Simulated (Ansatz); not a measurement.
# ZnTe: thickness series

The parent structure is ZnTe in the zinc blende structure (space group F-43m, No. 216; a = 6.1791 Å). Axes: x, y, z lie along the cube axes.

Free-standing slabs (2 atom(s) a layer) normal to [110] with 15 Å of vacuum; in-plane cell held at bulk.

Computed with PBE (Ansatz, an electronic-structure program), no SOC.

For the base:

The band gap is 1.08 eV.

Problem. The aim is a band gap between 1.66 eV and 1.82 eV. Which of these changes reaches it?
(A) 4 layers
(B) 7 layers
(C) 1 layer
(D) 6 layers

Solution. A, 4 layers. It gives 1.75 eV; 7 layers gives 1.48 eV; 1 layer gives 1.44 eV; 6 layers gives 1.54 eV. Changes not listed may reach it too

Spin-orbit coupling, missing from the scalar runs, can matter with Te. Whether these cells are dynamically stable was not tested.
